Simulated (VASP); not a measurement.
Runs of VASP 6.6.1 on Ta. The structure is cubic, space group Fm-3m (No. 225). The conventional cell has a = 4.160 Å, b = 4.160 Å, c = 4.160 Å, α = 90.00°, β = 90.00°, γ = 90.00°. Ta (site symmetry m-3m) is surrounded by 12 Ta at 2.94 Å. This isn't the form of Ta at room conditions, which is bcc.

```csv
task,level,potentials or basis,cell,k mesh,cutoff (eV),mesh quality,gap on the mesh (eV),pressure (GPa),relaxed volume (Å³/atom)
relaxation of cell and atoms,PBEsol,"VASP PAW PBE potentials, release 64 (Ta_pv)",relaxed,6 × 6 × 6,600,coarse,none,0.0,(a)
relaxation of cell and atoms,PBEsol,"VASP PAW PBE potentials, release 64 (Ta)",relaxed,18 × 18 × 18,580,not flagged,none,0.0,18.07
relaxation of cell and atoms,RPBE,"VASP PAW PBE potentials, release 64 (Ta_pv)",relaxed,18 × 18 × 18,600,not flagged,none,0.0,19.16
single point,PBEsol,"VASP PAW PBE potentials, release 64 (Ta_pv)",as given,18 × 18 × 18,520,not flagged,none,2.4,-
relaxation of cell and atoms,PBEsol,"VASP PAW PBE potentials, release 64 (Ta_pv)",relaxed,18 × 18 × 18,600,not flagged,none,0.0,18.22
relaxation of cell and atoms,LDA,"VASP PAW LDA potentials, release 64 (Ta_pv)",relaxed,18 × 18 × 18,600,not flagged,none,0.0,17.81
relaxation of cell and atoms,PBEsol,"VASP PAW PBE potentials, release 64 (Ta_pv)",relaxed,18 × 18 × 18,300,not flagged,none,0.0,(b)
```

Alike in all rows: no spin polarisation; smearing gaussian 0.1 eV.

Question: Fill in the values left out.

Answer: (a) 18.25; (b) 18.16.

Caveats: some runs use coarse meshes; the PAW data sets were made with another functional, which shifts forces and pressure a little (some runs).

A k mesh can miss the band edges, and the runs leave out spin-orbit coupling on Ta.

A gap of «none» marks a metal or a gap under the smearing width.

The runs don't all hold the same shells in valence.

Runs at the PBE level aren't shown here.
